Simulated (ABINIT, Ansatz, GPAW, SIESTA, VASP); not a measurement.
SnSe2: 6 runs at one level of theory

```xyz
3
Lattice="3.8110 0.0000 0.0000 -1.9055 3.3004 0.0000 0.0000 0.0000 6.1360" Properties=species:S:1:pos:R:3 pbc="T T T"
Sn   -0.0040   -0.0133   -0.0115
Se    1.8972    1.1299    4.5987
Se   -0.0040    2.2062    1.5534
```

Atoms were shifted at random by some hundredths of an Å from the given cell, which wasn't relaxed again for these runs.

Alike in all runs: task single point; functional PBEsol; k mesh 8 × 8 × 5; occupations fermi-dirac, width 0.05 eV; no spin polarisation; no spin-orbit coupling. Pressure is positive in compression and, in plane waves, holds the error of the finite cutoff, which Ansatz's Pulay term estimates and takes out.

```csv
program and potentials,plane-wave cutoff (eV),notes,pressure (GPa),largest force (eV/Å),energy over the undisturbed cell (meV/atom)
"Ansatz, Ansatz PAW",420,"potentials made for PBE, which Ansatz adapts in part; 15.33 valence electrons an atom on average; Pulay term of +0.04 GPa included",1.86,0.611,-3.62
"ABINIT, PseudoDojo NC SR PBEsol v0.4.1 standard",1170,15.33 valence electrons an atom on average,2.07,0.641,-
"Ansatz, all-electron LAPW, scalar-relativistic",-,-,1.85,0.609,-
"SIESTA, files PseudoDojo sr-pbesol-0.4.1-standard, DZP (energy shift 0.003 Ry; two zetas on semicore shells)",-,atomic basis; 15.33 valence electrons an atom on average,4.19,0.983,-7.72
"VASP, PBE PAW files Se, Sn_d, 520 eV",520,potentials made for PBE; 8.67 valence electrons an atom on average,1.97,0.633,-
"GPAW, PAW data sets generated for this functional",600,8.67 valence electrons an atom on average,1.66,0.588,-3.34
```

Force on atom 2 (Se), eV/Å:

```tsv
program and potentials	x	y	z
Ansatz, Ansatz PAW	0.016	-0.168	-0.587
ABINIT, PseudoDojo NC SR PBEsol v0.4.1 standard	0.016	-0.171	-0.617
Ansatz, all-electron LAPW, scalar-relativistic	0.016	-0.168	-0.585
SIESTA, files PseudoDojo sr-pbesol-0.4.1-standard, DZP (energy shift 0.003 Ry; two zetas on semicore shells)	0.017	-0.195	-0.963
VASP, PBE PAW files Se, Sn_d, 520 eV	0.016	-0.169	-0.610
GPAW, PAW data sets generated for this functional	0.016	-0.168	-0.563
```

The pressure spans 1.66 (GPAW, PAW data sets generated for this functional) to 4.19 GPa (SIESTA, files PseudoDojo sr-pbesol-0.4.1-standard, DZP (energy shift 0.003 Ry; two zetas on semicore shells)), with all-electron results at 1.85. Rows in atomic bases carry the error of their basis and grid, which can be large.

Differences between rows come from potentials, basis sets and numerical settings, since the functional is the same but for its coding. Runs on potential files found faulty are left out.
